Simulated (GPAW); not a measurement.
# MgO2 (Pa-3) in GPAW: notebook

Aim: see how the results for MgO2 move with the level of theory and the settings. Levels: BP86, TPSS. Tasks: equation of state, band structure.

Program: GPAW 26.7.0. These are calculated values, not measurements. Logs are shortened: lines on timing, memory, paths and dates and some standing lists are left out, and cuts for length are marked. The log counts tension as positive stress, the text compression.

### Step 1. The structure

Symmetry: Pa-3, No. 205, cubic system. The conventional cell has a = 4.829 Å, b = 4.829 Å, c = 4.829 Å, α = 90.00°, β = 90.00°, γ = 90.00°. Mg (site symmetry -3) is surrounded by 6 O at 2.07 Å. Around O (site symmetry 3) lie 1 O at 1.50 Å.

The cell is a database's computed one.

### Step 2. Equation of state, BP86

Input file run.py:

```python
from ase.eos import EquationOfState
from ase.io import Trajectory, read
from ase.units import GPa
from gpaw import GPAW, PW, setup_paths

setup_paths.insert(0, '.')

atoms = read('MgO2.cif')

traj = Trajectory('eos.traj', 'w')
volumes, energies = [], []
for x in [0.94, 0.96, 0.98, 1.0, 1.02, 1.04, 1.06]:
    a = atoms.copy()
    a.set_cell(atoms.cell * x**(1 / 3), scale_atoms=True)
    calc = GPAW(mode=PW(800),
                xc='GGA_X_B88+GGA_C_P86',
                kpts={'size': (4, 4, 4), 'gamma': True},
                occupations={'name': 'fermi-dirac', 'width': 0.05},
                nbands=71,
                convergence={'density': 1e-05, 'energy': 1e-05},
                maxiter=150,
                txt=f'eos-{x:.2f}.txt')
    a.calc = calc
    energies.append(a.get_potential_energy(force_consistent=True))
    volumes.append(a.get_volume())
    p = -a.get_stress()[:3].mean() / GPa
    calc.write(f'eos-{x:.2f}.gpw')
    traj.write(a)
    print(f'{x:.2f} {volumes[-1]:10.4f} A^3 {energies[-1]:14.6f} eV {p:9.3f} GPa', flush=True)

v0, e0, B = EquationOfState(volumes, energies, eos='birchmurnaghan').fit()
print(f'V0 = {v0:.4f} A^3, E0 = {e0:.6f} eV, B0 = {B / GPa:.2f} GPa')
```

Input file MgO2.cif:

```cif
data_MgO2
_cell_length_a 4.82861247
_cell_length_b 4.82861247
_cell_length_c 4.82861247
_cell_angle_alpha 90.00000000
_cell_angle_beta 90.00000000
_cell_angle_gamma 90.00000000
_space_group_name_H-M_alt 'Pa-3'
_space_group_name_Hall '-P 2ac 2ab 3'
_space_group_IT_number 205
loop_
_space_group_symop_operation_xyz
'x,y,z'
'-x,-y,-z'
'-x+1/2,-y,z+1/2'
'x+1/2,y,-z+1/2'
'x+1/2,-y+1/2,-z'
'-x+1/2,y+1/2,z'
'-x,y+1/2,-z+1/2'
'x,-y+1/2,z+1/2'
'z,x,y'
'-z,-x,-y'
'z+1/2,-x+1/2,-y'
'-z+1/2,x+1/2,y'
'-z,x+1/2,-y+1/2'
'z,-x+1/2,y+1/2'
'-z+1/2,-x,y+1/2'
'z+1/2,x,-y+1/2'
'y,z,x'
'-y,-z,-x'
'-y,z+1/2,-x+1/2'
'y,-z+1/2,x+1/2'
'-y+1/2,-z,x+1/2'
'y+1/2,z,-x+1/2'
'y+1/2,-z+1/2,-x'
'-y+1/2,z+1/2,x'
loop_
_atom_site_label
_atom_site_type_symbol
_atom_site_symmetry_multiplicity
_atom_site_Wyckoff_symbol
_atom_site_fract_x
_atom_site_fract_y
_atom_site_fract_z
_atom_site_occupancy
Mg1 Mg 4 a 0.0000000000 0.0000000000 0.0000000000 1
O1 O 8 c 0.5894244400 0.9105755600 0.0894244400 1
```

Potentials or basis: PAW data sets generated in the run's folder for this functional, pw.

Command:

```console
> gpaw-setup -f GGA_X_B88+GGA_C_P86 Mg O
> OMP_NUM_THREADS=1 python run.py
```

Standard output:

```text
__  _  _
 | _ |_)|_||  |
 |__||  | ||/\| - 26.7.0

Input parameters:
  mode=PW(ecut=800.0),
  convergence={'density': 1e-05, 'energy': 1e-05},
  kpts=MonkhorstPack(size=(4, 4, 4), gamma=True),
  maxiter=150,
  nbands=71,
  occupations=Occupations(name='fermi-dirac', width=0.05),
  xc=XC(name='GGA_X_B88+GGA_C_P86')

Diagonalizing LCAO Hamiltonian
Converting LCAO to pw mode
    .-----------.
   /|           |
  / O           |
 *  | O         |
 |  |O    O     |
 | Mg  O    O   |
 |  .--Mg--O----.
 | /     Mg  O /
 |/           /
 Mg----------*

Atoms  # Å, Bohr magnetons
|    | symbol |        x |        y |        z |    initial magnetic moments |
|----|--------|----------|----------|----------|-----------------------------|
|  0 |     Mg | 0.000000 | 0.000000 | 0.000000 | ( 0.0000,  0.0000,  0.0000) |
|  1 |     Mg | 2.365021 | 0.000000 | 2.365021 | ( 0.0000,  0.0000,  0.0000) |
|  2 |     Mg | 2.365021 | 2.365021 | 0.000000 | ( 0.0000,  0.0000,  0.0000) |
|  3 |     Mg | 0.000000 | 2.365021 | 2.365021 | ( 0.0000,  0.0000,  0.0000) |
|  4 |      O | 2.788002 | 4.307060 | 0.422981 | ( 0.0000,  0.0000,  0.0000) |
|  5 |      O | 1.942040 | 0.422981 | 4.307060 | ( 0.0000,  0.0000,  0.0000) |
|  6 |      O | 4.307060 | 0.422981 | 2.788002 | ( 0.0000,  0.0000,  0.0000) |
|  7 |      O | 0.422981 | 4.307060 | 1.942040 | ( 0.0000,  0.0000,  0.0000) |
|  8 |      O | 0.422981 | 2.788002 | 4.307060 | ( 0.0000,  0.0000,  0.0000) |
|  9 |      O | 4.307060 | 1.942040 | 0.422981 | ( 0.0000,  0.0000,  0.0000) |
| 10 |      O | 1.942040 | 1.942040 | 1.942040 | ( 0.0000,  0.0000,  0.0000) |
| 11 |      O | 2.788002 | 2.788002 | 2.788002 | ( 0.0000,  0.0000,  0.0000) |

Unit cell  # Å
| periodic |        x |        y |        z |  lengths |    angles |
|----------|----------|----------|----------|----------|-----------|
|      yes | 4.730042 | 0.000000 | 0.000000 | 4.730042 | 90.000000 |
|      yes | 0.000000 | 4.730042 | 0.000000 | 4.730042 | 90.000000 |
|      yes | 0.000000 | 0.000000 | 4.730042 | 4.730042 | 90.000000 |

Number of symmetries: 6
Symmetry operations  # r_c * U_cc + t_c -> r_c
|   | kind |            matrix            |
|---|------|------------------------------|
| 0 |  E   |  1, 0, 0,  0, 1, 0,  0, 0, 1 |
| 1 |  C3  |  0, 1, 0,  0, 0, 1,  1, 0, 0 |
| 2 |  C3  |  0, 0, 1,  1, 0, 0,  0, 1, 0 |
| 3 |  S6  |  0, 0,-1, -1, 0, 0,  0,-1, 0 |
| 4 |  S6  |  0,-1, 0,  0, 0,-1, -1, 0, 0 |
| 5 |  i   | -1, 0, 0,  0,-1, 0,  0, 0,-1 |

BZ-sampling:
  Number of BZ points: 64
  Number of IBZ points: 14

  Monkhorst-Pack size: [4, 4, 4]
  Monkhorst-Pack shift: [0.125, 0.125, 0.125]

K-points  # in reciprocal-cell coordinates
|     |                                coordinates |     weight |
|-----|--------------------------------------------|------------|
|   0 | (  0.00000000,   0.00000000,   0.00000000) | 0.01562500 |
|   1 | (  0.25000000,   0.00000000,  -0.25000000) | 0.09375000 |
|   2 | (  0.25000000,   0.00000000,   0.00000000) | 0.09375000 |
|   3 | (  0.25000000,   0.25000000,  -0.25000000) | 0.09375000 |
|   4 | (  0.25000000,   0.25000000,   0.00000000) | 0.09375000 |
|   5 | (  0.25000000,   0.25000000,   0.25000000) | 0.03125000 |
|   6 | (  0.50000000,   0.00000000,   0.00000000) | 0.04687500 |
|   7 | (  0.50000000,   0.00000000,   0.25000000) | 0.09375000 |
|   8 | (  0.50000000,   0.25000000,  -0.25000000) | 0.09375000 |
|   9 | (  0.50000000,   0.25000000,   0.00000000) | 0.09375000 |
| ... |                                            |            |
|  13 | (  0.50000000,   0.50000000,   0.50000000) | 0.01562500 |

Plane wave coefficients: 5520
Cutoff: 800.0 eV

Spin-components: 1 (collinear spins)
Bands:           71
Projectors:      60
Spin-degeneracy: 2
Datatype:        complex128

Parallelization:
  kpt:    1
  domain: 1
  band:   1

Density:
  Valence electrons: 88.0
  Components: 1
  Grid points: [32 32 32]
  Charge: 0.0  # |e|

Potential:
  Grid points: [32 32 32]

species:
  Mg:
    name:    Magnesium
    Z:       12.0
    valence: 10
    core:    2
    charge:  0.0  # [|e|]
    compensation charges:
      type: gauss
      rc: 0.33  # [Å]
      lmax: 2
    cutoffs:
      filter: 1.86  # [Å]
      core: 0.54  # [Å]
    projectors
    | kind |    occ | energy [eV] | rcut [Å] |
    |------|--------|-------------|----------|
    |   2s |  2.000 |     -79.967 |    1.090 |
    |   3s |  2.000 |      -4.817 |    1.090 |
    |   2p |  6.000 |     -46.744 |    1.085 |
    |   3p |  0.000 |      -1.409 |    1.085 |
    |    d |        |       0.000 |    1.037 |

    Using partial waves for Mg as LCAO basis

  O:
    name:    Oxygen
    Z:       8.0
    valence: 6
    core:    2
    charge:  0.0  # [|e|]
    compensation charges:
      type: gauss
      rc: 0.21  # [Å]
      lmax: 2
    cutoffs:
      filter: 1.17  # [Å]
      core: 0.83  # [Å]
    projectors
    | kind |    occ | energy [eV] | rcut [Å] |
    |------|--------|-------------|----------|
    |   2s |  2.000 |     -24.056 |    0.688 |
    |   2p |  4.000 |      -9.125 |    0.598 |
    |    s |        |       3.155 |    0.688 |
    |    p |        |      18.087 |    0.598 |
    |    d |        |       0.000 |    0.619 |

    Using partial waves for O as LCAO basis

Reference energy: -38157.450916  # eV

eigensolver:
  PPCG
  Converge bands: occupied
  niter=2

density mixing:
  MSR1-Mixer
  Pratt-step length: 0.05
  Maximum mixing coefficient: 0.75
  Old densities: 10
  SVD Regularization: 0.005
  Good broyden scale: 1.0
  Trust region scale: 1.0
  Backstep threshold: 4.0
  History deletion threshold: 6.0
  Fourier metric: weight=20.0, sigma=0.015

occupation numbers:
  Fermi-Dirac:
    width: 0.0500  # eV

poisson solver:
  ecut: 6400.0  # eV

xc functional:
  name: GGA_X_B88+GGA_C_P86 with 2 nearest neighbor stencil

convergence criteria:
- Maximum integral of absolute [dens]ity change: 1e-05 electrons / valence electron
- Maximum [total energy] change in last 3 cyles: 1e-05 eV / valence electron
- Maximum integral of absolute [eigenst]ate change: 4e-08 eV^2 / valence electron
maximum number of iterations: 150

SCF iterations
|iter     | |      energy | eigst |  dens |
|---------|-|-------------|-------|-------|
|iter:   1| |  -71.849294 | +0.40 |       |
|iter:   2| |  -71.024783 | -1.33 | -0.98 |
|iter:   3| |  -67.197128 | -0.93 | -1.02 |
|iter:   4| |  -67.101603 | -2.20 | -1.58 |
|iter:   5| |  -67.103132 | -3.23 | -2.20 |
|iter:   6| |  -67.103580 | -5.02 | -2.90 |
|iter:   7| |  -67.103627c| -6.26 | -3.54 |
|iter:   8| |  -67.103627c| -7.20 | -4.47 |
|iter:   9| |  -67.103626c| -7.50c| -4.86 |
|iter:  10| |  -67.103626c| -8.11c| -5.29c|

Converged in 10 steps
Energy contributions relative to reference atoms: (reference = -38157.450916)

Energy contributions:
  Kinetic:         103.528545
  Coulomb:         -88.994877
  Zero:              1.392864
  External:          0.000000
  Xc:              -83.030159
  Entropy:          -0.000000
  Spinorbit:         0.000000
  ----------------------------
  Free energy:     -67.103626
  Extrapolated:    -67.103626

dipole moment: (-13.546940, -13.546940, -13.546940)  # |e|*Ang

Fermi level: 6.013
Eigenvalues  # (at kpt = [0.000, 0.000, 0.000])
| band index |      eig [eV] | occ [0-2] |
|------------|---------------|-----------|
|          0 |       -67.634 |     2.000 |
|        ... |               |           |
|         36 |         2.940 |     2.000 |
|         37 |         2.940 |     2.000 |
|         38 |         2.940 |     2.000 |
|         39 |         4.426 |     2.000 |
|         40 |         4.426 |     2.000 |
|         41 |         4.426 |     2.000 |
[... 8 lines left out ...]
|         50 |        16.280 |     0.000 |
|         51 |        16.280 |     0.000 |
|        ... |               |           |
|         70 |        26.754 |     0.000 |

Gap: 4.358 eV
Transition (v -> c):
  (s=0, k=0, n=43, [0.00, 0.00, 0.00]) -> (s=0, k=3, n=44, [0.25, 0.25, -0.25])
Direct/indirect transitions are different
Direct gap: 4.576 eV
Transition at: (s=0, k=6, n=43, [0.50, 0.00, 0.00])

Stress tensor  # eV/Ang^3
|         x |         y |         z |
|-----------|-----------|-----------|
| -0.107709 |  0.000000 |  0.000000 |
|  0.000000 | -0.107709 |  0.000000 |
|  0.000000 |  0.000000 | -0.107709 |

# Writing to eos-0.94.gpw (mode='')
```

Wall time 4.2 min (1 thread of AMD EPYC 9R45 (Zen 5), shared host); peak memory 0.57 GiB.

Results:

| Item | Value |
| --- | --- |
| Equilibrium volume | 9.78 Å³/atom |
| Bulk modulus at fixed shape and positions | 133 GPa |
| Pressure derivative of the bulk modulus | 4.6 (rough: it moves with the points fitted) |

Energy against volume, from the lowest point:
```
volume (Å³/atom)  energy (meV/atom)
           8.819              47.65
           9.007              29.67
           9.194              16.34
           9.382               7.22
           9.569               1.85
           9.757               0.00
           9.945               1.01
```

Caveat: the k mesh is coarse; the cell was scaled at fixed shape and fractional positions, which overstates the stiffness of a crystal with free parameters, most of all of layers and chains.

### Step 3. Band structure, TPSS

Input file run.py:

```python
from ase import Atoms
from ase.dft.bandgap import bandgap
from ase.io import write
from ase.units import GPa
from gpaw import GPAW, PW

atoms = Atoms(['Mg', 'Mg', 'Mg', 'Mg', 'O', 'O', 'O', 'O', 'O', 'O', 'O', 'O'],
              cell=[[4.82861247, 0.0, 0.0],
                    [0.0, 4.82861247, 0.0],
                    [0.0, 0.0, 4.82861247]],
              scaled_positions=[[0.0, 0.0, 0.0],
                                [0.5, 0.0, 0.5],
                                [0.5, 0.5, 0.0],
                                [0.0, 0.5, 0.5],
                                [0.58942444, 0.91057556, 0.08942444],
                                [0.91057556, 0.08942444, 0.58942444],
                                [0.08942444, 0.58942444, 0.91057556],
                                [0.41057556, 0.41057556, 0.41057556],
                                [0.58942444, 0.58942444, 0.58942444],
                                [0.91057556, 0.41057556, 0.08942444],
                                [0.08942444, 0.91057556, 0.41057556],
                                [0.41057556, 0.08942444, 0.91057556]],
              pbc=True)

calc = GPAW(mode=PW(800),
            xc='MGGA_X_TPSS+MGGA_C_TPSS',
            kpts={'size': (4, 4, 4), 'gamma': True},
            occupations={'name': 'fermi-dirac', 'width': 0.05},
            nbands=71,
            convergence={'density': 1e-05, 'energy': 1e-05},
            eigensolver='davidson',
            maxiter=150,
            txt='gpaw.txt')
atoms.calc = calc
energy = atoms.get_potential_energy()
forces = atoms.get_forces()
stress = atoms.get_stress()
calc.write('gs.gpw')
write('result.traj', atoms)
print(f'Energy: {energy:.6f} eV')
print('Forces (eV/A):')
print(forces.round(4))
print('Stress (GPa):', (stress / GPa).round(3))
print('Fermi level:', round(calc.get_fermi_level(), 4), 'eV')
print(f'Gap: {bandgap(calc)[0]:.4f} eV, direct: {bandgap(calc, direct=True)[0]:.4f} eV')

path = atoms.cell.bandpath('GXMGRX,MR', npoints=80, eps=1e-4)
bs_calc = calc.fixed_density(kpts=path, symmetry='off', nbands=100,
                             convergence={'bands': 'CBM+6.0', 'eigenstates': 1e-6}, txt='bands.txt')
bs = bs_calc.band_structure()
bs.write('bs.json')
print(f'Gap on the path: {bandgap(bs_calc)[0]:.4f} eV')
```

Potentials or basis: GPAW PAW data sets (gpaw-data 1.2.1), pw.

Command:

```console
> OMP_NUM_THREADS=1 python run.py
```

Run time: 7.6 min. Hardware: 1 thread of AMD EPYC 9R45 (Zen 5), shared host; peak memory 1.3 GiB.

The run converged. Its results:

```yaml
Free_energy: -101.5858 eV
Pressure: 4.5 GPa
Largest_force: 0.199 eV/Å
Band_gap_on_the_k_mesh: 4.24 eV, indirect (least direct gap 4.44 eV)
Band_gap_along_the_path: 4.24 eV, indirect (least direct gap 4.36 eV)
```

Forces on the atoms (eV/Å):
```
Mg   0.000  0.000  0.000
Mg   0.000  0.000  0.000
Mg   0.000  0.000  0.000
Mg   0.000  0.000  0.000
O    0.115 -0.115  0.115
O   -0.115  0.115  0.115
O    0.115  0.115 -0.115
O   -0.115 -0.115 -0.115
O    0.115  0.115  0.115
O   -0.115 -0.115  0.115
O    0.115 -0.115 -0.115
O   -0.115  0.115 -0.115
```

Levels at the corners of the path, in eV from the valence-band top:
```
point  band 41  band 42  band 43  band 44  band 45  band 46  band 47  band 48
    Γ    -0.50    -0.50     0.00     0.00     4.93     4.93     4.93     4.95
    X    -0.72    -0.72    -0.12    -0.12     4.32     4.32     4.80     4.80
    M    -0.49    -0.49    -0.49    -0.49     4.55     4.55     4.55     4.55
    Γ    -0.50    -0.50     0.00     0.00     4.93     4.93     4.93     4.95
    R    -0.56    -0.56    -0.56    -0.56     4.87     4.87     4.87     4.87
    X    -0.72    -0.72    -0.12    -0.12     4.32     4.32     4.80     4.80
    M    -0.49    -0.49    -0.49    -0.49     4.55     4.55     4.55     4.55
    R    -0.56    -0.56    -0.56    -0.56     4.87     4.87     4.87     4.87
```

Caveat: the k mesh is coarse; the PAW data sets were made with another functional, which shifts forces and pressure a little.
